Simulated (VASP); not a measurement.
SnO2 under changes of volume

One of the cells (10.878 Å³/atom); the others are scaled copies at fixed shape and fractional positions:

```xyz
12
Lattice="5.0727 0.0000 0.0000 0.0000 5.0727 0.0000 0.0000 0.0000 5.0727" Properties=species:S:1:pos:R:3 pbc="T T T"
Sn    0.0000    0.0000    0.0000
Sn    2.5363    0.0000    2.5363
Sn    2.5363    2.5363    0.0000
Sn    0.0000    2.5363    2.5363
O     3.3485    4.2605    0.8122
O     4.2605    0.8122    3.3485
O     0.8122    3.3485    4.2605
O     1.7242    1.7242    1.7242
O     3.3485    3.3485    3.3485
O     4.2605    1.7242    0.8122
O     0.8122    4.2605    1.7242
O     1.7242    0.8122    4.2605
```

Measurements of this composition are mostly on another form, of space group No. 136.

```yaml
Program: VASP 6.6.1
Functional: LDA
Potentials_or_basis: VASP PAW LDA potentials, release 64 (Sn_d, O)
Cutoff: 520 eV
k_mesh: 4 × 4 × 4
Occupations: gaussian, width 0.02 eV
Spin: no spin polarisation
```

```tsv
volume (Å³/atom)	energy over the lowest point (meV/atom)	pressure (GPa)	gap on the mesh (eV)	largest force (eV/Å)
10.442	15.48	10.9	1.59	0.042
10.660	?	?	?	?
10.878	0.00	0.3	1.11	0.008
11.095	2.26	-4.1	0.90	0.030
11.313	10.12	-8.0	0.70	0.049
```

What does the run at 10.660 Å³/atom give?

Energy over the lowest point 4.18 meV/atom; pressure 5.3 GPa; gap on the mesh 1.34 eV; largest force 0.016 eV/Å.

Worked out: A Birch-Murnaghan fit of order 2 (a polynomial in V^(-2/3)) to the other rows has its minimum at 10.91 Å³/atom with B0 = V·E''(V) = 231 GPa at fixed shape and positions, which overstates the stiffness. It gives 4.23 meV/atom at 10.660 Å³/atom, against the run's 4.18, and -dE/dV = 5.6 GPa, against 5.3. A parabola through the other rows of the gap, of slope -11.7 eV per unit of ln V there, gives 1.34 eV, against the run's 1.34.

Energies are extrapolated to zero smearing.

Caveats: spin-orbit coupling is left out, which moves the levels of the heavy elements.

A mesh can miss the band edges.
